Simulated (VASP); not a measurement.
## Ge in VASP 6.6.1, single-point calculation

INCAR

```
LCHARG = .FALSE.
LREAL = .FALSE.
NELM = 54
ISMEAR = -4
SIGMA = 0.1
ISIF = 2
ENCUT = 520
LASPH = .TRUE.
NSW = 0
EDIFF = 1E-7
NBANDS = 21
PREC = Accurate
GGA = PS
LWAVE = .FALSE.
IBRION = -1
```

KPOINTS

```
KPOINTS created by Atomic Simulation Environment
0
Monkhorst-Pack
8 8 8
0 0 0
```

POSCAR

```
Ge
 1.0000000000000000
     0.0000000000000000    2.8368735120999999    2.8652422471999999
     2.8368735120999999    0.0000000000000000    2.8652422471999999
     2.8368735120999999    2.8368735120999999    0.0000000000000000
 Ge
   2
Cartesian
  0.0000000000000000  0.0000000000000000  0.0000000000000000
  1.4184367560500000  1.4184367560500000  1.4326211235999999
```

The recommended PBE PAW datasets give the neutral cell 28 valence electrons.

Command

```
mpirun -np 1 vasp_std
```

Problem. How does this run end, and what does it give?

Solution. It converged. Results: gap between bands v and c on the k mesh 0.17 eV; least direct gap on the k mesh 0.78 eV; pressure -0.7 GPa. Band v is the last that the valence electrons fill when counted band by band, and c is the next.

OSZICAR

```
N       E                     dE             d eps       ncg     rms          rms(c)
DAV:   1     0.190224865953E+03    0.19022E+03   -0.14498E+04  6739   0.359E+03
DAV:   2     0.181770241981E+02   -0.17205E+03   -0.16715E+03  6078   0.629E+02
DAV:   3    -0.908379330099E+01   -0.27261E+02   -0.27100E+02  6893   0.144E+02
DAV:   4    -0.100019391044E+02   -0.91815E+00   -0.91771E+00  6828   0.309E+01
DAV:   5    -0.100173973275E+02   -0.15458E-01   -0.15458E-01  6918   0.444E+00    0.317E+00
DAV:   6    -0.991937745499E+01    0.98020E-01   -0.34272E-02  8136   0.226E+00    0.181E+00
DAV:   7    -0.987227791486E+01    0.47100E-01   -0.56677E-02  6541   0.243E+00    0.158E-01
DAV:   8    -0.987326399500E+01   -0.98608E-03   -0.68507E-03  7004   0.119E+00    0.464E-02
DAV:   9    -0.987333145888E+01   -0.67464E-04   -0.30091E-04  7774   0.286E-01    0.138E-02
DAV:  10    -0.987335225729E+01   -0.20798E-04   -0.27711E-05  6833   0.435E-02    0.519E-03
DAV:  11    -0.987335289461E+01   -0.63732E-06   -0.67155E-06  8310   0.434E-02    0.204E-03
DAV:  12    -0.987335268070E+01    0.21391E-06   -0.10556E-06  8206   0.190E-02    0.262E-04
DAV:  13    -0.987335263386E+01    0.46837E-07   -0.24741E-08  4294   0.176E-03
   1 F= -.98733526E+01 E0= -.98733526E+01  d E =0.000000E+00
```

The shifted mesh misses Γ, so a band edge there is missed.

For comparison, a separate PBE run of the intended cell, on usual settings and not on those above, gives a gap of 0.00 eV on its mesh and a pressure of 2.2 GPa.
